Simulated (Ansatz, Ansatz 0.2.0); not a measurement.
# Lattice constants of orthorhombic BiTaO4 with PBEsol, LDA and r2SCAN, and their sensitivity to potentials and dispersion

## Experimental context

The reference is the cell of the orthorhombic alpha form of BiTaO4, space group Pnna, from a diffraction refinement (2003, Crystallography Open Database entry 1532721). On standard axes it has $a = 5.6384$ Å, $b = 11.773$ Å and $c = 4.9608$ Å, with $b$ the long axis along which the layers are stacked. Neither the sample nor the temperature is given with the values; I take them to be room-temperature lengths, which is my presumption. The same entry supplies the atomic positions from which the calculations start, so reference and starting cell coincide. Agreement therefore means that a relaxation free to move away has stayed close.

| compared with | measured | source's wording or label | method |
| --- | --- | --- | --- |
| a (Å) | 5.6384 | value in the starting structure, on standard axes | diffraction refinement behind the database entry |
| b (Å) | 11.773 | 11.7730 | diffraction refinement behind the database entry |
| c (Å) | 4.9608 | value in the starting structure, on standard axes | diffraction refinement behind the database entry |

Conditions are those given with the value in the passage it was taken from; "not stated" means there, and the paper may say more elsewhere. The values are a selection: others may have been left out beforehand as unlike or outlying.

## Aim and plan

I want the three axes of the alpha form, each within 1 % of the diffraction value. That is about the error a good semilocal functional makes for an oxide, and it is tight enough to expose a wrong layer spacing, which a volume alone could hide. A static cell should come out a few tenths of a per cent shorter than a room-temperature one, so the target leaves room for thermal expansion without being swallowed by it.

The model is the 24-atom primitive cell with all atoms and axes free within Pnna, non-magnetic and without spin-orbit coupling. The bismuth lone pair makes the shape of the cell more delicate than its volume, so I shall judge the axes one by one.

I start with PBEsol, which was built for equilibrium geometries of solids. LDA is the simpler choice, but it usually overbinds oxides by about as much as my whole tolerance. I keep it as the neighbouring level and for testing the basis and the $k$ mesh, then set a meta-GGA beside the result.

Plain PBE isn't shown in this study.

System: BiTaO4; Pnna (No. 52), 24 atoms in the primitive cell; the database structure is a diffraction structure: a = 5.638 Å, b = 11.773 Å, c = 4.961 Å; structure from the Crystallography Open Database.

On the selection of runs and values: Further runs on this system are not shown.

## 1. PBEsol relaxation of the full cell

This is the level I expect to hold all three axes within the target. If one of them fails, I expect it to be $b$, where the bonding between layers and the lone pairs have most say.

**Run 1.** Ansatz 0.2.0: PBEsol, cell and atoms relaxed from the database structure, PAW set soft_2, cutoff 420 eV (default), 4x2x4 k mesh, Gaussian smearing 0.02 eV.

Key lines of the input:
```
crystal:
  # lattice and atoms
kpoints:
  mp_grid: { grid: [4, 2, 4] }
hamiltonian:
  xc: pbesol
scf:
  occupations: { method: gaussian, width: 0.02 }
output:
  forces: true
  stress: true
relax:
  adjacent_minimum: "off"
  f_tol: 0.005
  max_steps: 60
  cell: { stress_tol: 0.03 }
```

Command:
```
ansatz run input.yaml --threads 8 --pin off --max-ram 32768MiB --backend cpu --events-out ev --progress --plain --runs-dir out
```

Selected lines of the output:
```
relax step   1: F+E_penalty+E_count = -97179.52922730 eV  [...]  max|allowed force component| = 2.218e0 eV/Å  [...]  P = -0.502 GPa  Ω = 329.302 Å³  (8 SCF iters, dr2 threshold 1.00e-7 eV [...]
relax step  10: F+E_penalty+E_count = -97181.30377753 eV  [...]  max|allowed force component| = 1.404e-3 eV/Å  [...]  P = +0.005 GPa  Ω = 330.129 Å³  [...]
  cell:  # Å, volume = 330.1287 Å³
```

Converged; 1.8 min on 8 cores of Arm Neoverse V1, shared host.

| quantity | run 1 | measured | deviation |
| --- | --- | --- | --- |
| a (Å) | 5.6529 | 5.6384 | +0.0145 (+0.3 %) |
| b (Å) | 11.753 | 11.773 | −0.020 (−0.2 %) |
| c (Å) | 4.9687 | 4.9608 | +0.0079 (+0.2 %) |
| conventional cell volume (Å³) | 330.13 |  |  |

All three axes fall well inside 1 %. The largest deviation is $+0.3$ % in $a$, and $b$, which I had thought most at risk, is only 0.2 % short. The signs are mixed: $a$ and $c$ come out long and $b$ short, so the cell differs slightly in shape as well as in volume.

The relaxation had real work to do. At the first step the largest force was above 2 eV/Å, and the energy fell by about 1.8 eV per cell by the end, while the volume grew by only 0.3 %. The atoms of the database structure were thus well away from the PBEsol minimum, and the close agreement of the axes is not the result of a start that was already relaxed.

## 2. LDA neighbour, with cutoff and mesh tests

I now relax the cell with LDA at the same cutoff and mesh, then once with the cutoff raised to 590 eV and once with a 6x4x6 mesh. The first run gives the neighbouring functional for scale, and I expect it to shorten the axes. The other two show how far basis and mesh move the axes in LDA. They do not certify the PBEsol cell, but the crystal and the PAW set are the same, so a large shift would be a warning. For a wide-gap insulator I expect the mesh to matter very little.

**Run 2.** Ansatz 0.2.0: LDA, cell and atoms relaxed from the database structure, PAW set soft_2, cutoff 420 eV (default), 4x2x4 k mesh, Gaussian smearing 0.02 eV.

Key lines of the input, as changed from run 1:
```diff
  hamiltonian:
-   xc: pbesol
+   xc: lda
```

Selected lines of the output:
```
  cell:  # Å, volume = 320.4766 Å³
    - [0.0, 11.639705843421796, 0.0]
```

Converged; 2.6 min, same machine.

**Run 3.** Ansatz 0.2.0: LDA, cell and atoms relaxed from the database structure, PAW set soft_2, cutoff 590 eV, 4x2x4 k mesh, Gaussian smearing 0.02 eV.

Key lines of the input, as changed from run 2:
```diff
+ basis:
+   ecutwfc: 590.0
```

Command:
```
ansatz run input.yaml --threads 4 --pin off --max-ram 16384MiB --backend cpu --events-out ev --progress --plain --runs-dir out
```

Selected lines of the output:
```
  cell:  # Å, volume = 320.5245 Å³
    - [0.0, 11.639440050502435, 0.0]
```

Converged; 4.8 min on 4 cores of Arm Neoverse V1, shared host.

**Run 4.** Ansatz 0.2.0: LDA, cell and atoms relaxed from the database structure, PAW set soft_2, cutoff 420 eV (default), 6x4x6 k mesh, Gaussian smearing 0.02 eV.

Key lines of the input, as changed from run 2:
```diff
  kpoints:
-   mp_grid: { grid: [4, 2, 4] }
+   mp_grid: { grid: [6, 4, 6] }
```

Selected lines of the output:
```
  cell:  # Å, volume = 320.4742 Å³
    - [0.0, 11.639773936356981, 0.0]
```

Converged; 10 min, same machine.

| quantity | run 2 | run 3 | run 4 | measured |
| --- | --- | --- | --- | --- |
| a (Å) | 5.5962 | 5.5965 | 5.5961 | 5.6384 |
| b (Å) | 11.640 | 11.639 | 11.640 | 11.773 |
| c (Å) | 4.9200 | 4.9205 | 4.9199 | 4.9608 |
| conventional cell volume (Å³) | 320.48 | 320.52 | 320.47 |  |

LDA shortens every axis, as I expected. It keeps $a$ and $c$ within the target at $-0.7$ and $-0.8$ %, but $b$ is 1.1 % short and misses narrowly. The volume is 2.9 % below that of PBEsol.

Neither numerical setting accounts for the miss. With the higher cutoff or the denser mesh no axis moves by more than about 0.0005 Å, against a shortfall of 0.13 Å in $b$. Shifts this small can come from the stopping thresholds of the relaxations, so I read no trend into them. For the PBEsol cell this is reassurance by analogy only.

## 3. Other potentials, and a meta-GGA

The PAW set is common to everything so far. I therefore repeat the LDA relaxation with norm-conserving PseudoDojo potentials before blaming the functional for the short $b$. If the potentials are sound, the axes should agree to a small fraction of the 1 % target.

Beside it I run r2SCAN, the meta-GGA I had planned as a second opinion on PBEsol. I expect it to hold the target as well, probably with a slightly different balance between $b$ and the two short axes.

**Run 5.** Ansatz 0.2.0: LDA, PseudoDojo norm-conserving pseudopotentials, cell and atoms relaxed from the database structure, cutoff 1143 eV (default), 4x2x4 k mesh, Gaussian smearing 0.02 eV.

Key lines of the input, as changed from run 2:
```diff
  hamiltonian:
+   pseudopotentials: { kind: nc, accuracy: standard }
```

Selected lines of the output:
```
  cell:  # Å, volume = 317.8924 Å³
    - [0.0, 11.613752539268702, 0.0]
```

Converged; 12 min, same machine.

**Run 6.** Ansatz 0.2.0: r2SCAN, cell and atoms relaxed from the database structure, PAW set soft_2, cutoff 500 eV (default), 4x2x4 k mesh, Gaussian smearing 0.02 eV.

Key lines of the input, as changed from run 1:
```diff
  hamiltonian:
-   xc: pbesol
+   xc: r2scan
```

Selected lines of the output:
```
  cell:  # Å, volume = 332.8689 Å³
    - [0.0, 11.800983779066483, 0.0]
```

Converged; 3.7 min on 8 cores of Arm Neoverse V1, shared host.

| quantity | run 5 | run 6 | measured |
| --- | --- | --- | --- |
| a (Å) | 5.5809 | 5.6592 | 5.6384 |
| b (Å) | 11.614 | 11.801 | 11.773 |
| c (Å) | 4.9046 | 4.9843 | 4.9608 |
| conventional cell volume (Å³) | 317.89 | 332.87 |  |

The change of potentials matters more than I expected. With the norm-conserving set the LDA axes shrink by a further 0.2 to 0.3 %, far more than they moved with cutoff or mesh. That is enough to push $a$ and $c$ just past the 1 % limit as well, so the LDA verdict on these two axes depends on the potentials. The short $b$ does not: it misses with both sets, by 1.1 and 1.4 %, which points to the functional. Which set lies closer to an all-electron LDA cell is not shown in this report.

r2SCAN holds all three axes within the target, with deviations of $+0.4$, $+0.2$ and $+0.5$ %. All three are long, whereas PBEsol had $b$ slightly short. The two functionals differ by at most 0.4 % on any axis, hardly more than the two sets of potentials do in LDA, so I do not rank one above the other. An exchange of potentials is shown here for LDA alone. A shift of similar size would still leave the PBEsol axes inside 1 %, but that is a sense of scale and not a test of the PBEsol cell.

## Overview

| run | settings | a (Å) | b (Å) | c (Å) | mean abs. dev. of these columns (%) | cost |
| --- | --- | --- | --- | --- | --- | --- |
| 1 | PBEsol, PAW set soft_2, cutoff 420 eV (default), 4x2x4 k mesh | 5.6529 | 11.753 | 4.9687 | 0.2 | 15 core-min |
| 2 | LDA, PAW set soft_2, cutoff 420 eV (default), 4x2x4 k mesh | 5.5962 | 11.640 | 4.9200 | 0.9 | 21 core-min |
| 3 | LDA, PAW set soft_2, cutoff 590 eV, 4x2x4 k mesh | 5.5965 | 11.639 | 4.9205 | 0.9 | 19 core-min |
| 4 | LDA, PAW set soft_2, cutoff 420 eV (default), 6x4x6 k mesh | 5.5961 | 11.640 | 4.9199 | 0.9 | 41 core-min |
| 5 | LDA, PseudoDojo norm-conserving pseudopotentials, cutoff 1143 eV (default), 4x2x4 k mesh | 5.5809 | 11.614 | 4.9046 | 1.2 | 47 core-min |
| 6 | r2SCAN, PAW set soft_2, cutoff 500 eV (default), 4x2x4 k mesh | 5.6592 | 11.801 | 4.9843 | 0.4 | 30 core-min |
|  | measured | 5.6384 | 11.773 | 4.9608 |  |  |

Further runs on the same system, made beside this series (convergence steps with loose settings among them):

| further | settings | a (Å) | b (Å) | c (Å) | mean abs. dev. of these columns (%) | cost |
| --- | --- | --- | --- | --- | --- | --- |
| F1 | r2SCAN+rVV10, PAW set soft_2, cutoff 500 eV (default), 4x2x4 k mesh | 5.6341 | 11.740 | 4.9589 | 0.1 | 31 core-min |
| F2 | PBEsol+D3(BJ), PAW set soft_2, cutoff 420 eV (default), 4x2x4 k mesh | 5.6123 | 11.644 | 4.9293 | 0.7 | 15 core-min |
| F3 | BLYP+D3(BJ), PAW set soft_2, cutoff 420 eV (default), 4x2x4 k mesh | 5.7046 | 11.807 | 4.9978 | 0.7 | 21 core-min |
| F4 | r2SCAN, PAW set soft_2, cutoff 500 eV (default), 2x1x2 k mesh | 5.6676 | 11.800 | 4.9829 | 0.4 | 8 core-min |
| F5 | LDA, PAW set soft_2, cutoff 420 eV (default), 2x1x2 k mesh | 5.6053 | 11.643 | 4.9160 | 0.9 | 3.6 core-min |
|  | measured | 5.6384 | 11.773 | 4.9608 |  |  |

## Assessment

PBEsol meets the target on all three axes, with deviations of $+0.3$, $-0.2$ and $+0.2$ % in $a$, $b$ and $c$, at a cost of 15 core-minutes. r2SCAN meets it too, with all axes slightly long. LDA misses on $b$ by a narrow margin with the PAW set and on all three axes with the norm-conserving one.

The exchange of potentials was the most useful check: it moved the LDA axes by 0.2 to 0.3 %. The higher cutoff and denser mesh changed almost nothing, and they speak for LDA only. A PBEsol relaxation with other potentials is not shown in this report, and the remaining PBEsol deviations are too small to assign to the functional without one.

If the reference is a room-temperature cell, thermal expansion would add a few tenths of a per cent to the computed axes. That would widen the PBEsol excess in $a$ and $c$ and offset the shortfall in $b$, most likely still within 1 %. It could also bring the PAW LDA value of $b$ inside the limit, so I put no weight on that narrow miss.

The further runs show that dispersion corrections matter at this scale. Adding D3(BJ) to PBEsol shortens $b$ by 0.9 % and turns its pass into a narrow miss. Adding rVV10 to r2SCAN shortens every axis by about half a per cent. That brings $a$ and $c$ closer to experiment, while $b$ goes from slightly long to slightly short and is no closer than before. The success of plain PBEsol may therefore rest partly on a compensation between missing dispersion and its own tendency to bind; these runs cannot separate the two.

The effect of spin-orbit coupling on the axes, in a crystal of two heavy metals, is not shown in this report. Nor is the stability of the computed Pnna structure against distortions that break its symmetry, which relaxations that keep the symmetry cannot find.

[Logs are printed without paths, hosts, clocks, repeated set-up lines and the standing remarks that a program may print on its own settings, such as how far it seeks lower states.]

[The runs shown are a pick from a larger set of finished runs; failed, doubtful and other runs were left out of it ahead of writing. So were measured values far from every level or from commonly accepted values, and agreement can look better than it is. Lines of input and output are excerpts and may be shortened.]
